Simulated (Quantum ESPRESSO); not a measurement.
# GaAs (F-43m) in Quantum ESPRESSO: a series of runs, part 3 of 3

Quantum ESPRESSO 7.5. Earlier steps stand in the parts before.

## 5. Phonons, WC

pw.in

```
&CONTROL
  calculation = 'scf'
  prefix = 'pwscf'
  outdir = './tmp'
  pseudo_dir = './pseudo'
  tprnfor = .true.
  tstress = .true.
  disk_io = 'low'
/
&SYSTEM
  ibrav = 0
  nat = 2
  ntyp = 2
  ecutwfc = 84
  nbnd = 21
  input_dft = 'wc'
  occupations = 'smearing'
  smearing = 'fd'
  degauss = 0.00367493
/
&ELECTRONS
  conv_thr = 4d-10
  electron_maxstep = 120
  mixing_beta = 0.5
/
ATOMIC_SPECIES
As    74.9216 As.upf
Ga    69.7230 Ga.upf
CELL_PARAMETERS angstrom
   0.0000000000    2.8268500000    2.8268500000
   2.8268500000    0.0000000000    2.8268500000
   2.8268500000    2.8268500000    0.0000000000
ATOMIC_POSITIONS crystal
As     0.7500000000    0.7500000000    0.7500000000
Ga     0.0000000000    0.0000000000    0.0000000000
K_POINTS automatic
6 6 6 1 1 1
```

scf2.in

```
&CONTROL
  calculation = 'scf'
  prefix = 'pwscf'
  outdir = './tmp'
  pseudo_dir = './pseudo'
  tprnfor = .true.
  tstress = .true.
  disk_io = 'low'
/
&SYSTEM
  ibrav = 0
  nat = 2
  ntyp = 2
  ecutwfc = 84
  nbnd = 21
  input_dft = 'wc'
  occupations = 'fixed'
/
&ELECTRONS
  conv_thr = 1d-13
  electron_maxstep = 120
  mixing_beta = 0.5
  startingpot = 'file'
  startingwfc = 'file'
/
ATOMIC_SPECIES
As    74.9216 As.upf
Ga    69.7230 Ga.upf
CELL_PARAMETERS angstrom
   0.0000000000    2.8268500000    2.8268500000
   2.8268500000    0.0000000000    2.8268500000
   2.8268500000    2.8268500000    0.0000000000
ATOMIC_POSITIONS crystal
As     0.7500000000    0.7500000000    0.7500000000
Ga     0.0000000000    0.0000000000    0.0000000000
K_POINTS automatic
6 6 6 1 1 1
```

ph.in

```
phonons of GaAs
&INPUTPH
  prefix = 'pwscf'
  outdir = './tmp'
  tr2_ph = 1d-16
  fildyn = 'dyn'
  niter_ph = 60
  alpha_mix(1) = 0.7
  epsil = .true.
/
0.0000000000 0.0000000000 0.0000000000
```

dynmat.in

```
&INPUT
  fildyn = 'dyn'
  asr = 'crystal'
  lperm = .true.
  filout = 'dynmat.disp'
  fileig = 'dynmat.eig'
/
```

dynmat_lo.in

```
&INPUT
  fildyn = 'dyn'
  asr = 'crystal'
  filout = 'dynmat_lo.disp'
  fileig = 'dynmat_lo.eig'
  q(1) = 0
  q(2) = 0
  q(3) = 1
/
```

Potentials or basis: PseudoDojo 0.4.1 SR PBE standard.

Started as:

```
> OMP_NUM_THREADS=1 pw.x -in pw.in > pw.out
> OMP_NUM_THREADS=1 pw.x -in scf2.in > scf2.out
> OMP_NUM_THREADS=1 ph.x -in ph.in > ph.out
> OMP_NUM_THREADS=1 dynmat.x -in dynmat.in > dynmat.out
> OMP_NUM_THREADS=1 dynmat.x -in dynmat_lo.in > dynmat_lo.out
```

pw.out:

```text
This program is part of the open-source Quantum ESPRESSO suite
     for quantum simulation of materials; please cite
         "P. Giannozzi et al., J. Phys.:Condens. Matter 21 395502 (2009);
         "P. Giannozzi et al., J. Phys.:Condens. Matter 29 465901 (2017);
         "P. Giannozzi et al., J. Chem. Phys. 152 154105 (2020);
     in publications or presentations arising from this work. More details at

     IMPORTANT: XC functional enforced from input :
     Exchange-correlation= WC
                           (   1   4  11   4   0   0   0)
     Any further DFT definition will be discarded
     Please, verify this is what you really want

     Message from routine setup:
     using ibrav=0 with symmetry is DISCOURAGED, use correct ibrav instead

     G-vector sticks info
     --------------------
     sticks:   dense  smooth     PW     G-vecs:    dense   smooth      PW
     Sum        1333    1333    379                31775    31775    5029
[... 274 lines left out ...]
    -6.0206  -5.9969  -2.1139   2.5376   5.5214   6.2523  10.9942  12.1129
    14.8657  16.8765  18.8089  20.5595  21.8540

          k =-0.4125 0.0589 0.0589 (  3977 PWs)   bands (ev):
[... 61 lines left out ...]
   -26.4279 -26.4274 -26.4272 -26.4178 -26.4176  -6.1748  -6.0616  -6.0581
    -6.0060  -6.0024  -2.1691   2.1260   5.7942   7.1660  10.9269  13.1347
    14.1704  16.5097  18.0443  19.0198  19.6499

     the Fermi energy is     9.0866 ev

!    total energy              =    -364.68377950 Ry
     estimated scf accuracy    <          1.7E-10 Ry
     smearing contrib. (-TS)   =      -0.00000005 Ry
     internal energy E=F+TS    =    -364.68377945 Ry

     The total energy is F=E-TS. E is the sum of the following terms:
     one-electron contribution =    -191.87359742 Ry
     hartree contribution      =     114.47162470 Ry
     xc contribution           =     -88.92897296 Ry
     ewald contribution        =    -198.35283378 Ry

     convergence has been achieved in   9 iterations

     Forces acting on atoms (cartesian axes, Ry/au):

     atom    1 type  1   force =    -0.00000000   -0.00000000   -0.00000000
     atom    2 type  2   force =     0.00000000    0.00000000    0.00000000

     Total force =     0.000000     Total SCF correction =     0.000000

     Computing stress (Cartesian axis) and pressure

          total   stress  (Ry/bohr**3)                   (kbar)     P=        3.58
   0.00002432  -0.00000000  -0.00000000            3.58       -0.00       -0.00
  -0.00000000   0.00002432   0.00000000           -0.00        3.58        0.00
  -0.00000000  -0.00000000   0.00002432           -0.00       -0.00        3.58

=------------------------------------------------------------------------------=
   JOB DONE.
=------------------------------------------------------------------------------=
```

ph.out:

```text
This program is part of the open-source Quantum ESPRESSO suite
     for quantum simulation of materials; please cite
         "P. Giannozzi et al., J. Phys.:Condens. Matter 21 395502 (2009);
         "P. Giannozzi et al., J. Phys.:Condens. Matter 29 465901 (2017);
         "P. Giannozzi et al., J. Chem. Phys. 152 154105 (2020);
     in publications or presentations arising from this work. More details at

[... 309 lines left out ...]

     INITIALIZATION:

     DIELECTRIC CONSTANT AND EFFECTIVE CHARGES:

     DYNAMICAL MATRIX:

      Additional routines

=------------------------------------------------------------------------------=
   JOB DONE.
=------------------------------------------------------------------------------=
```

Run time: 18 min. Hardware: 1 thread of Arm Neoverse V1, shared host; peak memory 0.09 GiB.

What came out:

```yaml
Free_energy: -4961.7756 eV
Pressure_after_relaxing: 0.4 GPa
Electronic_dielectric_tensor_diagonal: 14.56
Born_charges_mean_of_the_diagonal: As -2.16; Ga +2.13 e
Highest_phonon_frequency_at_Γ_LO-TO_splitting_left_out: 264 cm⁻¹
Static_dielectric_tensor_diagonal: 16.55
```

Levels at points of the mesh, in eV from the valence-band top:
```tsv
k point	band 12	band 13	band 14	band 15	band 16	band 17
(0.08, 0.08, 0.08)	-1.14	0.00	0.00	1.39	3.97	4.00
```

Phonon frequencies in cm⁻¹ (negative: imaginary):
```csv
q point,frequencies
"(0.000, 0.000, 0.000)",5 5 5 264 264 264
```

Electronic dielectric tensor:
```
14.56  0.00  0.00
 0.00 14.56  0.00
 0.00  0.00 14.56
```

Born effective charge tensors (e):
atom 1, As
```
-2.16  0.00  0.00
 0.00 -2.16  0.00
 0.00  0.00 -2.16
```
atom 2, Ga
```
2.13 0.00 0.00
0.00 2.13 0.00
0.00 0.00 2.13
```

Optical modes at Γ, degenerate ones joined, polar ones without the macroscopic field:
| cm⁻¹ | components | symmetry | active in | IR intensity, summed ((D/Å)²/amu) |
| --- | --- | --- | --- | --- |
| 264 | 3 | T2 | IR and Raman | 8.78 |

Zone-centre frequencies without and with the macroscopic field along z (cm⁻¹):
|  | optical modes in rising order |
| --- | --- |
| without | 264 264 264 |
| with the field | 264 264 281 |

Static dielectric tensor, electrons and zone-centre modes:
```
16.55  0.00  0.00
 0.00 16.55  0.00
 0.00  0.00 16.55
```

Caveat: the potentials were made for another functional, which shifts forces and pressure; the shifted mesh misses Γ, where the gap is smaller or closed, so treating the crystal as an insulator may be wrong and the dielectric response too small.

## 6. Overview

```tsv
level	potentials or basis	k mesh	cutoff (eV)	pressure (GPa)
PBE+D3(BJ)	PseudoDojo 0.4.1 SR PBE standard	6 × 6 × 6, shifted	1143	0.0
PBE	SG15 PBE 1.2	8 × 8 × 8, shifted	952	-
vdW-DF-cx	PseudoDojo 0.4.1 SR PBE standard	6 × 6 × 6, shifted	1143	0.5
WC	PseudoDojo 0.4.1 SR PBE standard	6 × 6 × 6, shifted	1143	0.4
```

Alike in all rows: task phonons; no spin polarisation; cell relaxed; smearing fermi-dirac 0.05 eV.

Caveats: the shifted mesh misses Γ, where the gap is smaller or closed, so treating the crystal as an insulator may be wrong and the dielectric response too small; the potentials were made for another functional, which shifts forces and pressure (some runs).

Total energies depend on the potentials used, so only differences within one code and one set of settings carry meaning.

## 7. How close it comes

Step 2. A measured high-frequency dielectric constant of GaAs is 10.89 (300 K; a printed reference work, textbook); the calculated 14.18 misses it by +30.2 %. So large a miss can be the level of theory's own, or it may mean another phase, state or a wrong row.

Step 3. Measured high-frequency dielectric constant of GaAs: 10.89 (300 K; a printed reference work, textbook). This calculation gives 14.93 (+37.1 %). So large a miss can be the level of theory's own, or it may mean another phase, state or a wrong row.

Step 4. A measured high-frequency dielectric constant of GaAs is 10.89 (300 K; a printed reference work, textbook); the calculated 14.26 misses it by +31.0 %. So large a miss can be the level of theory's own, or it may mean another phase, state or a wrong row.

Step 5. Measured high-frequency dielectric constant of GaAs: 10.89 (300 K; a printed reference work, textbook). This calculation gives 14.56 (+33.7 %). So large a miss can be the level of theory's own, or it may mean another phase, state or a wrong row.
